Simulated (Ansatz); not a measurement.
**Equation of state of CaF2**

```xyz
3
Lattice="0.0000 2.7313 2.7313 2.7313 0.0000 2.7313 2.7313 2.7313 0.0000" Properties=species:S:1:pos:R:3 pbc="T T T"
Ca    0.0000    0.0000    0.0000
F     1.3656    1.3656    1.3656
F     4.0969    4.0969    4.0969
```

The cell is COD entry 5000222, as deposited and not checked against the literature; nothing was relaxed.

Methods: DFT, PBEsol, all-electron LAPW, scalar-relativistic (Ansatz 0.2.0); DFT, PBEsol, PAW with Ansatz's default frozen-core files, scalar-relativistic (Ansatz 0.2.0).

For LAPW: a Γ-centred 8×8×8 k mesh, Fermi–Dirac smearing of 0.02 eV, basis error target 1 meV/atom, no spin polarisation. PAW takes a cutoff of 420 eV at this cell (files made with PBE, cores remade for this functional). The Ansatz runs share mesh, smearing and spin set-up. Plane-wave (PAW) pressures include the program's estimate of the Pulay term.

The cell above is scaled evenly, with fractional coordinates and shape held.

| V/V(cell) | V (Å³/atom) | P, LAPW (GPa) | P, PAW (GPa) | gap on the k mesh, LAPW (eV) |
| --- | --- | --- | --- | --- |
| 0.9400 | 12.768 | 3.65 | 3.66 | 7.47 |
| 0.9600 | 13.040 | 1.58 | 1.59 | 7.34 |
| 0.9800 | 13.311 | -0.26 | -0.25 | 7.22 |
| 0.9900 | 13.447 | -1.11 | -1.10 | 7.16 |
| 1.0000 | 13.583 | -1.91 | -1.90 | 7.10 |
| 1.0100 | 13.719 | -2.66 | -2.65 | 7.05 |
| 1.0200 | 13.855 | -3.38 | -3.37 | 6.99 |
| 1.0400 | 14.126 | -4.69 | -4.68 | 6.88 |
| 1.0600 | 14.398 | -5.86 | -5.85 | 6.78 |

(1) What do Birch–Murnaghan fits to the pressures give?

Results:

(1) LAPW: V0 = 13.27 Å³/atom, B0 = 86 GPa, B0′ = 4.6; PAW: V0 = 13.27 Å³/atom, B0 = 86 GPa, B0′ = 4.5.
